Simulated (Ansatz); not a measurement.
Input of an Ansatz 0.2.0 run:

File input.yaml:

```yaml
crystal:
  lattice:
    - [0.0, 2.77, 2.77]
    - [2.77, 0.0, 2.77]
    - [2.77, 2.77, 0.0]
  atoms:
    - { symbol: Te, position: [0.75, 0.75, 0.75] }
    - { symbol: Be, position: [0.0, 0.0, 0.0] }
hamiltonian:
  xc: lda
  pseudopotentials: { kind: paw_fr }
magnetization:
  noncollinear: true
  spin_orbit: true
kpoints:
  mp_grid: { grid: [6, 6, 6] }
  band_path:
    path:
      - [[0.0, 0.0, 0.0], [0.5, 0.0, 0.5], [0.5, 0.25, 0.75], [0.375, 0.375, 0.75], [0.0, 0.0, 0.0], [0.5, 0.5, 0.5], [0.625, 0.25, 0.625], [0.5, 0.25, 0.75], [0.5, 0.5, 0.5], [0.375, 0.375, 0.75]]
      - [[0.625, 0.25, 0.625], [0.5, 0.0, 0.5]]
    npoints: 14
scf:
  occupations: { method: fermi_dirac, width: 0.05 }
  n_extra_bands: 6
output:
  forces: true
  stress: true
  eigenvalues: true
  fatbands: false
  write_density: true
  write_potential: true
  elf: true
  volumetric_format: npy
```

Potentials or basis: Ansatz PAW.

Command:

```bash
$ ansatz run input.yaml --threads 2 --pin off --max-ram 5632MiB --backend cpu --events-out ev --progress --plain --runs-dir out
```

**Question.** Predict the band gap on the k mesh.

**Answer.** 1.46 eV, indirect (least direct gap 3.23 eV).

**Question.** What does it give for the band gap along the path?

**Answer.** 1.46 eV, indirect (least direct gap 3.23 eV).

**Question.** Predict the pressure.

**Answer.** 0.6 GPa.

Levels at the corners of the path, in eV from the valence-band top:
```tsv
point	band 16	band 17	band 18	band 19	band 20	band 21
Γ	0.00	0.00	0.00	3.23	3.23	3.30
X	-3.34	-2.93	-2.93	1.46	1.46	2.31
W	-4.09	-3.74	-3.68	4.89	4.92	5.17
K	-4.34	-2.69	-2.67	2.27	2.30	4.92
Γ	0.00	0.00	0.00	3.23	3.23	3.30
L	-1.79	-1.27	-1.27	2.89	2.89	4.23
U	-4.34	-2.69	-2.67	2.27	2.30	4.92
W	-4.09	-3.74	-3.68	4.89	4.92	5.17
L	-1.79	-1.27	-1.27	2.89	2.89	4.23
K	-4.34	-2.69	-2.67	2.27	2.30	4.92
U	-4.34	-2.69	-2.67	2.27	2.30	4.92
X	-3.34	-2.93	-2.93	1.46	1.46	2.31
```

Caveat: the PAW data sets come from PBE, with cores solved anew for the run's functional, which leaves a small shift of forces and pressure.
